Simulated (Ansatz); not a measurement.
The system is ZnS (Wurtzite-6H).

```xyz
12
Lattice="3.8120 0.0000 0.0000 -1.9060 3.3013 0.0000 0.0000 0.0000 18.6900" Properties=species:S:1:pos:R:3 pbc="T T T"
Zn    0.0000    2.2009   15.5749
Zn    1.9060    1.1004    6.2299
Zn    1.9060    1.1004   12.4601
Zn    0.0000    2.2009    3.1151
Zn    0.0000    0.0000    9.3450
Zn    0.0000    0.0000    0.0000
S     0.0000    2.2009   17.9112
S     1.9060    1.1004    8.5662
S     1.9060    1.1004   14.7963
S     0.0000    2.2009    5.4513
S     0.0000    0.0000   11.6812
S     0.0000    0.0000    2.3362
```

Base run:

```yaml
Program: Ansatz 0.2.0
Functional: revPBE
Potentials_or_basis: Ansatz PAW
Cutoff: "420 eV (not typed: the program's choice for these potentials)"
k_mesh: 8 × 8 × 2
Occupations: fermi-dirac, width 0.05 eV
Spin: no spin polarisation
```

Its results: band gap on the k mesh 2.29 eV, direct; pressure 4.0 GPa; largest force 0.029 eV/Å.

Q: The run is repeated on the same cell with these changes: functional from revPBE to PBE. What comes out?

A: Band gap on the k mesh 2.16 eV, direct; pressure 2.1 GPa; largest force 0.030 eV/Å.

PBE binds more tightly than revPBE, so the same cell stands under less pressure.

Caveats: the cell's inner coordinates are idealised or old, which leaves forces on the atoms; the PAW data sets come from PBE, with cores solved anew for the run's functional, which leaves a small shift of forces and pressure (some runs).
